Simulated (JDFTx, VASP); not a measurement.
Given: the input of a run of JDFTx 1.7.0 (patched build) on Sn. 

The input Sn.in:

```
lattice \
   -5.5560602284     5.5560602284     5.5560602284 \
    5.5560602284    -5.5560602284     5.5560602284 \
    3.0222427496     3.0222427496    -3.0222427496
coords-type Lattice
ion Sn     0.0000000000     0.0000000000     0.0000000000 1
ion Sn     0.7500000000     0.2500000000     0.5000000000 1

ion-species pseudo/Sn.upf
elec-cutoff 36 288
elec-ex-corr gga-PBEsol
kpoint-folding 9 9 9
elec-smearing Fermi 0.0018374661
elec-n-bands 21
electronic-SCF nIterations 100 energyDiffThreshold 1e-09
electronic-minimize nIterations 30 energyDiffThreshold 1e-7
converge-empty-states yes
forces-output-coords Cartesian

dump-name run.$VAR
dump End Ecomponents EigStats BandEigs Kpoints Forces Stress
```

Potentials or basis: PseudoDojo-SR-PBEsol-0.4.1-standard with smoothed tails.

Command:

```sh
$ jdftx -c 1 -i Sn.in -o Sn.out
```

Translate it to VASP 6.6.1. Potentials or basis there: PBE PAW files Sn_d, 520 eV.

As run (cutoffs and basis follow the program's own potentials, and thresholds, step limits or extra output files can differ):

The input INCAR:

```
SYSTEM = Sn
PREC = Accurate ; ENCUT = 520
EDIFF = 1E-7 ; ISMEAR = -1
SIGMA = 0.05 ; LREAL = .False.
LASPH = .True. ; NELM = 100
ALGO = Normal ; ISIF = 2
LWAVE = .False. ; LCHARG = .False.
GGA = PS ; NBANDS = 21
```

The input KPOINTS:

```
Automatic mesh
0
Gamma
  9 9 9
  0 0 0
```

File POSCAR:

```
Sn
1.0
   -2.9401404553      2.9401404553      1.5993019889
    2.9401404553     -2.9401404553      1.5993019889
    2.9401404553      2.9401404553     -1.5993019889
Sn
2
Direct
    0.0000000000      0.0000000000      0.0000000000
    0.7500000000      0.2500000000      0.5000000000
```

Potentials or basis: VASP PAW PBE potentials, release 64 (Sn_d).

Launch:

```bash
$ cat potpaw_PBE.64/Sn_d/POTCAR > POTCAR
$ mpirun -np 1 vasp_std > vasp.out
```

Both were run:

|  | JDFTx | VASP |
| --- | --- | --- |
| Pressure | -1.4 GPa | -1.5 GPa |

VASP's potentials were made for PBE.

Pressure is positive in compression.
